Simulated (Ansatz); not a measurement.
# BaTiO3: the cell at several levels of theory

How does the equilibrium cell of the published phase of BaTiO3 (Amm2) depend on the functional? It is relaxed with PBE, r2SCAN, PBEsol and LDA.

Code: Ansatz 0.2.0. PAW datasets, plane waves, zero pressure. Calculated at 0 K for a non-magnetic cell.

### Step 1. Starting point

It is orthorhombic, Amm2 (No. 38); conventional cell a = 3.986 Å, b = 5.674 Å, c = 5.690 Å, 12.87 Å³ an atom. Near Ba stand 12 O at 2.77–2.92 Å; near Ti stand 6 O at 1.93–2.09 Å; near O stand 2 Ti at 2.00 Å and 4 Ba at 2.77–2.92 Å; near O stand 2 Ti at 1.93–2.09 Å and 4 Ba at 2.81–2.84 Å.

The structure in full:

```cif
data_structure
_symmetry_space_group_name_H-M 'Amm2'
_symmetry_Int_Tables_number 38
_cell_length_a 3.9855
_cell_length_b 5.6738
_cell_length_c 5.6903
_cell_angle_alpha 90.000
_cell_angle_beta 90.000
_cell_angle_gamma 90.000
_cell_volume 128.67
loop_
_atom_site_label
_atom_site_type_symbol
_atom_site_symmetry_multiplicity
_atom_site_Wyckoff_symbol
_atom_site_fract_x
_atom_site_fract_y
_atom_site_fract_z
_atom_site_occupancy
Ba1 Ba 2 a 0.00000 0.00000 0.00000 1
Ti1 Ti 2 b 0.50000 0.50000 0.01240 1
O1 O 2 a 0.00000 0.50000 0.98740 1
O2 O 4 e 0.50000 0.25670 0.24854 1
```

### Step 2. Relaxation with PBE

File input.yaml:

```yaml
crystal:
  lattice:
    - [3.9855, 0.0, 0.0]
    - [0.0, 2.8369, 2.84515]
    - [0.0, -2.8369, 2.84515]
  atoms:
    - { symbol: Ba, position: [0.0, 0.0, 0.0] }
    - { symbol: Ti, position: [0.5, 0.5124, 0.5124] }
    - { symbol: O, position: [0.0, 0.4874, 0.4874] }
    - { symbol: O, position: [0.5, 0.50524, 0.99184] }
    - { symbol: O, position: [0.5, 0.99184, 0.50524] }
kpoints:
  mp_grid: { grid: [6, 6, 6] }
hamiltonian:
  xc: pbe
scf:
  occupations: { method: fermi_dirac, width: 0.02 }
relax:
  f_tol: 0.005
  cell: {}
```

Run with:

```bash
$ ansatz run input.yaml --threads 2 --pin off --max-ram 20275MiB --backend cpu --events-out ev --progress --plain --runs-dir out
```

The runs that follow: Relaxation with r2SCAN; PBEsol: cell and atoms; LDA: cell and atoms.

What does the calculation give? Wanted: for each run, a; b; c; volume; space group; SCF geometries.

The runs gave:

```
 level  a (Å)  b (Å)  c (Å)  volume (Å³/atom)  space group  SCF geometries
   PBE  3.973  5.781  5.832            13.392         Amm2              15
r2SCAN  3.963  5.715  5.748            13.022         Amm2               8
PBEsol  3.950  5.657  5.678            12.687         Amm2              12
   LDA  3.923  5.589  5.599            12.275         Amm2              13
```

In words: From the start to the first minimum the volume moved by +4.1 %. LDA gives the smallest cell and PBE the largest; they differ by 9.1 % in volume, a mean of 2.9 % in length.
